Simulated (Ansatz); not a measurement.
This Ansatz input for Li₂S was spoiled on purpose:

```yaml
crystal:
  lattice:
    - [0.0, 2.8453387179, 2.8453387179]
    - [2.8453387179, 0.0, 2.8453387179]
    - [2.8453387179, 2.8453387179, 0.0]
  atoms:
    - { symbol: Li, position: [0.25, 0.25, 0.25] }
    - { symbol: Li, position: [0.75, 0.75, 0.75] }
    - { symbol: S, position: [0.0, 0.0, 0.0] }
basis:
  ecutwfc: 500
  ecutrho_ratio: 4
kpoints:
  mp_grid: { grid: [8, 8, 8] }
hamiltonian:
  xc: r2scan
scf:
  occupations: { method: gaussian, width: 0.05 }
  max_iter: 50
output:
  forces: true
  stress: true
magnetization:
  spin_polarized: many
```

Launched as:
```sh
ansatz run input.yaml --threads 4 --pin off --max-ram 7168MiB --backend cpu --events-out ev --progress --plain --runs-dir out
```

Task: What is wrong with it?

Result: A value of the wrong type. Against the sound input: magnetization.spin_polarized: "many" (the cap on iterations is only a precaution).

What the program printed:

```
Error: YAML parse error: error: line 24 column 19: invalid boolean (strict mode expects true/false)
  --> <input>:24:19
   |
```

The input was refused before any iteration. It ran for 0.02 s on 4 threads of Intel(R) Xeon(R) 6975P-C (Granite Rapids) (shared host), peak memory 0.027 GiB. The run before the change (r²SCAN, 500 eV, 8×8×8 mesh) gave:

```tsv
run	P (GPa)	gap on the mesh (eV)	cell moment (μB)	largest force component (eV/Å)
sound	0.0	3.87	–	0.000
```

The chain of runs began from a cell as deposited in COD, expanded in volume.

Of that run: Kohn–Sham gaps of semilocal functionals lie under measured ones, often by a third or more.
